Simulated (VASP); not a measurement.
Method: PBE GGA with D3 dispersion (zero damping), VASP's PBE PAW potentials (set 64) (plane waves; VASP).

Input for VASP

### KPOINTS
```
Automatic mesh
0
Gamma
6 6 6
0 0 0
```

### INCAR
```
SYSTEM=CsCl
PREC=Accurate; ENCUT=520; LREAL=.FALSE.
LASPH=.TRUE.
EDIFF=1E-6; NELM=100; ALGO=Normal
LMAXMIX=4
ISMEAR=0; SIGMA=0.05
GGA=PE; IVDW=11
IBRION=2; NSW=60; ISIF=3
EDIFFG=-0.01
LWAVE=.FALSE.; LCHARG=.FALSE.
```

POSCAR:
```
CsCl
1.0
  4.1200000000   0.0000000000   0.0000000000
  0.0000000000   4.1200000000   0.0000000000
  0.0000000000   0.0000000000   4.1200000000
Cs Cl
1 1
Direct
  0.0000000000   0.0000000000   0.0000000000
  0.5000000000   0.5000000000   0.5000000000
```

POTCAR, in this order: Cs_sv Cl (PBE.64 set). Program: vasp_std.

Output

### OSZICAR
```
       N       E                     dE             d eps       ncg     rms          rms(c)
DAV:   1     0.955713498501E+02    0.95571E+02   -0.68451E+03   480   0.114E+03
DAV:   2    -0.262218992195E+00   -0.95834E+02   -0.87769E+02   716   0.191E+02
DAV:   3    -0.687029453429E+01   -0.66081E+01   -0.65822E+01   596   0.565E+01
DAV:   4    -0.693920854042E+01   -0.68914E-01   -0.68878E-01   572   0.684E+00
DAV:   5    -0.694017661465E+01   -0.96807E-03   -0.96802E-03   604   0.823E-01    0.234E+00
DAV:   6    -0.656915844910E+01    0.37102E+00   -0.63947E-01   544   0.461E+00    0.180E+00
DAV:   7    -0.652466565491E+01    0.44493E-01   -0.20471E-01   652   0.257E+00    0.106E+00
DAV:   8    -0.652545327239E+01   -0.78762E-03   -0.14704E-02   560   0.938E-01    0.136E-01
DAV:   9    -0.652582511147E+01   -0.37184E-03   -0.33698E-03   624   0.380E-01    0.117E-01
DAV:  10    -0.652596464296E+01   -0.13953E-03   -0.28598E-04   560   0.141E-01    0.190E-02
DAV:  11    -0.652598101939E+01   -0.16376E-04   -0.33936E-05   604   0.435E-02    0.584E-03
DAV:  12    -0.652598083062E+01    0.18877E-06   -0.90733E-06   580   0.194E-02
   1 F= -.70015467E+01 E0= -.70015467E+01  d E =-.700155E+01
       N       E                     dE             d eps       ncg     rms          rms(c)
DAV:   1    -0.664620237558E+01   -0.12022E+00   -0.20749E+00   480   0.972E+00    0.172E+00
DAV:   2    -0.655515314172E+01    0.91049E-01   -0.15960E-01   496   0.242E+00    0.588E-01
DAV:   3    -0.653823740760E+01    0.16916E-01   -0.45316E-02   480   0.131E+00    0.313E-01
DAV:   4    -0.653717156667E+01    0.10658E-02   -0.34957E-03   512   0.386E-01    0.765E-02
DAV:   5    -0.653715673217E+01    0.14835E-04   -0.22671E-04   532   0.102E-01    0.439E-02
DAV:   6    -0.653715235805E+01    0.43741E-05   -0.14742E-05   552   0.302E-02    0.137E-02
DAV:   7    -0.653715112809E+01    0.12300E-05   -0.34242E-06   556   0.113E-02    0.418E-03
DAV:   8    -0.653715221063E+01   -0.10825E-05   -0.20881E-07   288   0.457E-03    0.900E-04
DAV:   9    -0.653715207257E+01    0.13806E-06   -0.10483E-07   284   0.202E-03
   2 F= -.70123918E+01 E0= -.70123918E+01  d E =-.108452E-01
       N       E                     dE             d eps       ncg     rms          rms(c)
DAV:   1    -0.661826895400E+01   -0.81117E-01   -0.14802E+00   480   0.819E+00    0.146E+00
DAV:   2    -0.655292749430E+01    0.65341E-01   -0.11600E-01   496   0.205E+00    0.494E-01
DAV:   3    -0.654101091571E+01    0.11917E-01   -0.31790E-02   480   0.109E+00    0.263E-01
DAV:   4    -0.654021629524E+01    0.79462E-03   -0.25542E-03   520   0.326E-01    0.646E-02
DAV:   5    -0.654020464912E+01    0.11646E-04   -0.15920E-04   516   0.847E-02    0.365E-02
DAV:   6    -0.654020069430E+01    0.39548E-05   -0.10536E-05   548   0.257E-02    0.108E-02
DAV:   7    -0.654019981196E+01    0.88234E-06   -0.23957E-06   516   0.932E-03
   3 F= -.70149066E+01 E0= -.70149066E+01  d E =-.133599E-01
```

**OUTCAR**
```
------------------------ aborting loop because EDIFF is reached ----------------------------------------
 Edisp (eV)   -0.47471
  FORCE on cell =-STRESS in cart. coord.  units (eV):
  Direction    XX          YY          ZZ          XY          YZ          ZX
  --------------------------------------------------------------------------------------
  Total      -0.01500    -0.01500    -0.01500    -0.00000    -0.00000    -0.00000
  in kB      -0.32335    -0.32335    -0.32335    -0.00000    -0.00000    -0.00000
  external pressure =       -0.32 kB  Pullay stress =        0.00 kB
  volume of cell :       74.33
      direct lattice vectors                 reciprocal lattice vectors
     4.204529361  0.000000000 -0.000000000     0.237838748  0.000000000  0.000000000
    -0.000000000  4.204529361  0.000000000     0.000000000  0.237838748  0.000000000
    -0.000000000 -0.000000000  4.204529361     0.000000000  0.000000000  0.237838748
 POSITION                                       TOTAL-FORCE (eV/Angst)
 -----------------------------------------------------------------------------------
      0.00000      0.00000      0.00000         0.000000      0.000000      0.000000
      2.10226      2.10226      2.10226        -0.000000     -0.000000      0.000000
 -----------------------------------------------------------------------------------
    total drift:                                0.000000      0.000000     -0.000000
  FREE ENERGIE OF THE ION-ELECTRON SYSTEM (eV)
  ---------------------------------------------------
  free  energy   TOTEN  =        -7.0149065543 eV

  energy  without entropy=       -7.0149065543  energy(sigma->0) =       -7.01490655

 reached required accuracy - stopping structural energy minimisation
```
(Selected blocks of OUTCAR.)

File CONTCAR:
```
CsCl
   1.00000000000000
     4.2045293614287393    0.0000000000000000   -0.0000000000000000
    -0.0000000000000000    4.2045293614287393    0.0000000000000000
    -0.0000000000000000   -0.0000000000000000    4.2045293614287393
  Cs              Cl
     1     1
Direct
     0.0000000000000000    0.0000000000000000    0.0000000000000000
     0.5000000000000000    0.5000000000000000    0.5000000000000000
```

OUTCAR:
```
 val. band max:       -0.6116469692   @ k =   0.0000   0.0000   0.0000

 cond. band min:       4.3905723313   @ k =   0.0000   0.0000   0.0000


 Fermi energy:        -0.3488386014

 k-point     1 :       0.0000    0.0000    0.0000
  band No.  band energies     occupation
      1     -20.0793      2.00000
      2     -12.7136      2.00000
      3      -6.6044      2.00000
      4      -6.6044      2.00000
      5      -6.6044      2.00000
      6      -0.6116      2.00000
      7      -0.6116      2.00000
      8      -0.6116      2.00000
      9       4.3906      0.00000
     10       4.8263      0.00000
     11       4.8263      0.00000
     12       9.2002      0.00000

 k-point     2 :       0.1667    0.0000    0.0000
  band No.  band energies     occupation
      1     -20.0636      2.00000
      2     -12.7192      2.00000
      3      -6.7350      2.00000
      4      -6.5768      2.00000
      5      -6.5768      2.00000
      6      -0.9232      2.00000
      7      -0.6567      2.00000
      8      -0.6567      2.00000
      9       4.9749      0.00000
     10       4.9995      0.00000
     11       5.4224      0.00000
     12       8.9886      0.00000

 k-point     3 :       0.3333    0.0000    0.0000
  band No.  band energies     occupation
      1     -20.0317      2.00000
      2     -12.7323      2.00000
      3      -6.9721      2.00000
      4      -6.5203      2.00000
      5      -6.5203      2.00000
      6      -1.4399      2.00000
      7      -0.7503      2.00000
      8      -0.7503      2.00000
      9       5.4453      0.00000
     10       6.0950      0.00000
     11       6.9197      0.00000
     12       8.7181      0.00000

 k-point     4 :       0.5000    0.0000    0.0000
  band No.  band energies     occupation
      1     -20.0155      2.00000
      2     -12.7399      2.00000
      3      -7.0802      2.00000
      4      -6.4912      2.00000
      5      -6.4912      2.00000
      6      -1.6635      2.00000
...
```

Energy and stress use the plane-wave basis of the starting cell. Unless said otherwise, spin-orbit coupling is left out, though it shifts the bands of the heavy elements here.

The compound is CsCl in the CsCl type structure. This run relaxes it. Symmetry was kept, so distortions that lower it aren't found.
